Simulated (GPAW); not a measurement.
## BaTiO3: single point with PBE

The system is BaTiO3.

```xyz
5
Lattice="3.9998 0.0000 0.0000 0.0000 3.9998 0.0000 0.0000 0.0000 4.0180" Properties=species:S:1:pos:R:3 pbc="T T T"
Ba   -0.0396    0.0615   -0.0156
Ti    1.9874    2.0013    1.9824
O    -0.0148    2.0017    2.0594
O     2.0536    0.0018    2.0959
O     2.0258    1.9721    0.0990
```

The cell isn't the ideal one: atoms moved at random, drawn with an rms of 0.05 Å.

- Program: GPAW 26.7.0
- Task: single point
- Functional: PBE
- Potentials or basis: GPAW PAW data sets (gpaw-data 1.2.1)
- Cutoff: 800 eV
- Basis: pw
- k mesh: 7 × 7 × 7
- Occupations: fermi-dirac, width 0.05 eV
- Spin: no spin polarisation

The pressure is 4.3 GPa. The largest force is 0.564 eV/Å. The band gap on the k mesh is 1.92 eV, indirect (least direct gap 2.10 eV).

Forces on the atoms (eV/Å):
```
Ba   0.283 -0.419  0.248
Ti  -0.017  0.180 -0.224
O    0.454  0.070  0.072
O   -0.431 -0.055 -0.122
O   -0.289  0.224  0.026
```

Stress tensor (GPa, compression positive):
```
 4.07 -0.21  0.46
-0.21  3.64 -0.18
 0.46 -0.18  5.13
```

Levels at points of the mesh, in eV from the valence-band top:
```
           k point  band 16  band 17  band 18  band 19  band 20  band 21  band 22  band 23  band 24  band 25
(0.00, 0.00, 0.00)    -1.17    -1.06    -0.24    -0.21    -0.17     1.92     2.09     2.17     4.10     4.21
```

It took 7.1 min on 1 thread of Arm Neoverse V1, with other jobs on the host, peak memory 0.66 GiB.

Caveat: spin-orbit coupling is left out, which moves the levels of the heavy elements; an odd mesh through Γ misses points on the zone boundary, where band edges often lie.
